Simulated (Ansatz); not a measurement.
The parent structure is BaSnO3 in the cubic perovskite structure (space group Pm-3m, No. 221; a = 4.122 Å). Axes: x, y, z lie along the cube axes.

The values are results of PBEsol (Ansatz, a program for electronic structure; PAW; 420 eV plane waves; scalar-relativistic without spin-orbit coupling), earlier PAW set, not measurements.

Base values:

The smallest direct gap comes out as 1.35 eV and the volume per atom comes out as 14.00 Å³.

It is then changed as follows: tensile biaxial strain of 0.21 % in the plane normal to [110], as in epitaxy on a mismatched substrate; the out-of-plane cell vector and the atoms relax.

**Question.** What happens to the smallest direct gap?

**Answer.** The smallest direct gap drops by 0.05 eV, from 1.35 eV to 1.30 eV.

**Question.** Estimate the effect on the volume per atom.

**Answer.** The volume per atom goes up by 0.04 Å³ to 14.04 Å³.

Gaps are Kohn–Sham eigenvalue differences; semilocal functionals usually give less than the measured gap. No phonon test of stability was made.
